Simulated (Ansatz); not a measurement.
## perovskite-structured CsPbCl₃

Method: PBE, scalar-relativistic; no spin polarisation; PAW, 420 eV, Γ-centred 6×6×6 mesh, 0.05 eV Gaussian smearing; code Ansatz; PAW files: Ansatz's generated set soft_2.

```
CELL_PARAMETERS angstrom
5.73568 0.00000 0.00000
0.00000 5.73568 0.00000
0.00000 0.00000 5.73568
ATOMIC_POSITIONS crystal
Cs 0.00000 0.00000 0.00000
Pb 0.50000 0.50000 0.50000
Cl 0.00000 0.50000 0.50000
Cl 0.50000 0.50000 0.00000
Cl 0.50000 0.00000 0.50000
```

The start was a prototype's sites filled with these elements; the Crystallography Open Database holds the compound in this structure. The ideal cubic cell shuts out tilts of the octahedra, which such structures often take.

Elastic constants come from the stress of slightly strained cells with relaxed atoms, in GPa, Voigt order xx, yy, zz, yz, xz, xy in the Cartesian frame of the vectors above.

```
49.13  8.18  8.18  0.00  0.00  0.00
 8.18 49.13  8.18  0.00  0.00  0.00
 8.18  8.18 49.13  0.00  0.00  0.00
 0.00  0.00  0.00  5.15  0.00  0.00
 0.00  0.00  0.00  0.00  5.15  0.00
 0.00  0.00  0.00  0.00  0.00  5.15
```

**Question.** Work out the Voigt, Reuss and Hill moduli.

**Answer.** Voigt: K = (C11 + C22 + C33 + 2(C12 + C13 + C23))/9 = 22 GPa, G = (C11 + C22 + C33 − C12 − C13 − C23 + 3(C44 + C55 + C66))/15 = 11.3 GPa. Reuss, from the compliances S = C⁻¹: K = 22 GPa, G = 7.4 GPa. Hill means: K = 22 GPa, G = 9.3 GPa.

**Question.** And Young's modulus, Poisson's ratio, Pugh's ratio and the anisotropy?

**Answer.** E = 9KG/(3K + G) = 24 GPa, ν = (3K − 2G)/(6K + 2G) = 0.31, K/G = 2.34 (over the 1.75 that Pugh's rule, made for metals, takes as the line between brittle and ductile), universal anisotropy index 5G_V/G_R + K_V/K_R − 6 = 2.7. The eigenvalues of C are 5.2, 5.2, 5.2, 41, 41, 65 GPa, all positive.

**Question.** What sound velocities and Debye temperature follow for a polycrystal?

**Answer.** With a density of 3.929 g/cm³ (mean mass 89.3 u, 37.74 Å³/atom), K = 21.83 and G = 9.32 GPa from the unrounded constants, v_l = √((K + 4G/3)/ρ) = 2950 m/s and v_t = √(G/ρ) = 1540 m/s. The mean [(1/v_l³ + 2/v_t³)/3]^(−1/3) is 1720 m/s, and θ_D = (ħ/k_B)(6π²/V)^(1/3) v_m ≈ 150 K, with V the volume an atom. This is the low-temperature, elastic estimate.

For a cubic crystal three numbers say it all: C11 = 49.1, C12 = 8.2, C44 = 5.2 GPa. K = (C11 + 2C12)/3 = 21.8 GPa. The two shear moduli are C44 and C′ = (C11 − C12)/2 = 20.5 GPa, so Zener's ratio C44/C′ is 0.25: the crystal is stiffest along ⟨100⟩ and softest along ⟨111⟩. The Cauchy pressure C12 − C44 is 3.0 GPa; pair forces would make it zero if every atom sat on a centre of inversion, as here.

The equation of state, an independent route, gives B0 = 22 GPa, against 22 GPa here.

It ran for 18 s on 4 threads of Arm Neoverse V2 (shared host), peak memory 0.65 GiB.

 Spin–orbit coupling, which matters for such heavy elements, is left out.
